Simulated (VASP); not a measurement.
# SnTe: restarted molecular dynamics, 2 variants

SnTe, Fm-3m (no. 225), 8 atoms in the cell. PBE, molecular dynamics; PAW potentials Te, Sn (PBE set).

| Restart from | Temperature at the end (K) | The same without a restart (K) | Potential energy at the end (eV/atom) | The same without a restart (eV/atom) | Electronic steps in the first step after the restart | Time (s) |
|---|---|---|---|---|---|---|
| CONTCAR with velocities, WAVECAR read | 516.0 | 516.0 | -3.97364 | -3.97364 | 4 | 150 |
| CONTCAR with velocities, no WAVECAR | 516.0 | 516.0 | -3.97364 | -3.97364 | 13 | 190 |

Limits: 240 fs of 8 atoms are too short for converged averages.

## Input of the first row

INCAR.step1:
```
SYSTEM = SnTe
GGA = PE ; PREC = Normal
ENCUT = 200 ; EDIFF = 1E-6
NELMIN = 4 ; NELM = 60
ALGO = Normal ; LREAL = Auto
LASPH = .True. ; ISMEAR = 0
SIGMA = 0.05 ; ISYM = 0
LWAVE = .True. ; LCHARG = .False.
IBRION = 0 ; NSW = 30
POTIM = 4.0 ; TEBEG = 1000
ISIF = 2 ; RANDOM_SEED = 982841 0 0
MDALGO = 4 ; NHC_NCHAINS = 3
NHC_PERIOD = 30 ; KPAR = 2
```

INCAR.step2, as INCAR.step1 but for:
```
- LWAVE = .True.
+ LWAVE = .False.
```

KPOINTS:
```
k-points
0
Monkhorst-Pack
  2 2 2
```

POSCAR.step1:
```
SnTe
1.0
    6.3017000000      0.0000000000      0.0000000000
    0.0000000000      6.3017000000      0.0000000000
    0.0000000000      0.0000000000      6.3017000000
Te Sn
4 4
Direct
    0.5000000000      0.0000000000      0.0000000000
    0.5000000000      0.5000000000      0.5000000000
    0.0000000000      0.0000000000      0.5000000000
    0.0000000000      0.5000000000      0.0000000000
    0.0000000000      0.0000000000      0.0000000000
    0.0000000000      0.5000000000      0.5000000000
    0.5000000000      0.0000000000      0.5000000000
    0.5000000000      0.5000000000      0.0000000000
```

Commands (each step's output is kept before the next begins):
```
cat potpaw_PBE.64/Te/POTCAR potpaw_PBE.64/Sn/POTCAR > POTCAR
cp INCAR.step1 INCAR
cp POSCAR.step1 POSCAR
mpirun -np 2 vasp_std > vasp.out
cp CONTCAR POSCAR
cp INCAR.step2 INCAR
mpirun -np 2 vasp_std > vasp.out
```

Changes of the last row against the first:
```
(step 1)
- LWAVE = True
+ LWAVE = False
```

VASP 6.6.1 took 150 s on 2 cores (AMD EPYC 7R43 (Zen 3)), a shared host.
